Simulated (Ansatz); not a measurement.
Runs of Ansatz 0.2.0 on Yb. The structure is cubic, space group Fm-3m (No. 225). The conventional cell has a = 5.486 Å, b = 5.486 Å, c = 5.486 Å, α = 90.00°, β = 90.00°, γ = 90.00°. Yb (site symmetry m-3m) is surrounded by 12 Yb at 3.88 Å. 

```tsv
task	level	potentials or basis	spin	U	cell	k mesh	cutoff (eV)	smearing	points for each segment of the path	hubbard projectors	double counting	q mesh	other keys	gap on the mesh (eV)	pressure (GPa)	moment (μB)
band structure	BLYP	JTH PAW	collinear, ferromagnetic start	-	volume scaled by 1.15	8 × 8 × 8	720	methfessel-paxton 0.1 eV	14	-	-	-	-	none	(a)	0.00
band structure	RPBE+D3(BJ)+U	JTH PAW	collinear, ferromagnetic start	Yb f U = 8.0 eV	as given	8 × 8 × 8	720	tetrahedron	14	atomic	amf	-	scf.n_extra_bands = 1	-	-13.4	0.00
projected density of states	BLYP	PseudoDojo 3+ lanthanides	collinear, ferromagnetic start	-	as given	8 × 8 × 8	680	tetrahedron	-	-	-	-	-	none	-7.6	0.00
phonons	PBEsol+U	Ansatz PAW earlier set	collinear, random start	Yb f U = 6 eV	volume scaled by 1.08	6 × 6 × 6	900	fermi-dirac 0.05 eV	8	ortho-atomic (the default)	fll (the default)	2 × 2 × 2	-	-	-	0.00
```

Task: Fill in the values left out.

Result: (a) -2.9.

Caveats: spin-orbit coupling is left out, which moves the levels of the heavy elements; the starting moments weren't kept (some runs); the magnetic or orbital state may not be the lowest (some runs); with tetrahedron occupations forces and stress needn't match the slope of the energy (some runs); pairwise dispersion overbinds metals, which lowers pressure and volume (some runs); the potentials were made for another functional, which shifts forces and pressure (some runs); the 4f electrons are frozen in the core as for a trivalent ion, so they carry no moment and show no levels, and Eu and Yb are often divalent (some runs).

A k mesh can miss the band edges, and the runs leave out spin-orbit coupling on Yb.

A gap of «none» marks a metal or a gap under the smearing width.

The runs don't all hold the same shells in valence.

Runs at the PBE level aren't shown here.
